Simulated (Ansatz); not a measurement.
## LiH, space group Fm-3m: a scan of the energy under strain, step by step

Computed with the Python package of Ansatz (0.2.0).

Run as a notebook:

```python
import ansatz as az
import numpy as np
from tabulate import tabulate
```

```python
FUNCTIONAL = "r2SCAN"
FILLING = "gaussian"
WIDTH_EV = 0.05
ECUT = 520
MESH = (8, 8, 8)

vectors0 = np.array([
    [0.0, 2.03675, 2.03675],
    [2.03675, 0.0, 2.03675],
    [2.03675, 2.03675, 0.0],
])
sites = [
    ("Li", (0.0, 0.0, 0.0)),
    ("H", (0.5, 0.5, 0.5)),
]
```

```python
def make_crystal(cell):
    crystal = az.Crystal(lattice=az.Lattice.of(cell))
    for symbol, position in sites:
        crystal = crystal.atom(symbol, position)
    return crystal
```

```python
# clamped ions: the fractional positions stay as typed
values = np.linspace(-0.01, 0.01, 7)
energies = []
for d in values:
    strain = np.diag([d, d, (1 + d) ** -2 - 1])
    cell = vectors0 @ (np.eye(3) + strain)
    base = (
        make_crystal(cell).calculation()
        .functional(FUNCTIONAL)
        .occupations(FILLING, width=WIDTH_EV)
        .basis(ECUT)
        .kpoints(*MESH)
    )
    report = base.run(threads=1).report
    energies.append(report["free_energy_ev"] / len(sites))
    print(f"d = {d:+.4f}  F = {energies[-1]:.5f} eV/atom")
energies = np.array(energies)
```

    d = -0.0100  F = -111.00497 eV/atom
    d = -0.0067  F = -111.00548 eV/atom
    d = -0.0033  F = -111.00578 eV/atom
    d = +0.0000  F = -111.00589 eV/atom
    d = +0.0033  F = -111.00578 eV/atom
    d = +0.0067  F = -111.00547 eV/atom
    d = +0.0100  F = -111.00495 eV/atom

```python
print(tabulate(zip(values, 1000 * (energies - energies.min())), headers=["strain", "dE (meV/atom)"], floatfmt=".3f"))
curvature = 2 * np.polyfit(values, energies, 3)[1]
volume = abs(np.linalg.det(vectors0)) / len(sites)
print(f"d2E/dd2 over the volume: {curvature / volume * 160.21766:.1f} GPa")
```

      strain    dE (meV/atom)
    --------  ---------------
      -0.010            0.915
      -0.007            0.408
      -0.003            0.103
       0.000            0.000
       0.003            0.103
       0.007            0.412
       0.010            0.932
    d2E/dd2 over the volume: 350.2 GPa

Against the unstrained cell the energy per atom changes by +0.92 meV at one end of the scan and +0.93 meV at the other, and its second derivative over the volume is 350.2 GPa.

What to keep in mind:
- Total energies depend on the potentials; only differences at equal settings carry meaning.
- The curvature belongs to this strain pattern and to the cell's stress; it equals a single elastic constant only for simple patterns.
- The starting cell is as deposited in a crystallographic database; the results hold for this polymorph, which needn't be the stable one.
- The ions keep their fractional positions (clamped ions).
- The whole script took 5.7 s on 1 thread of Arm Neoverse V2 (shared host), peak memory 0.32 GiB.
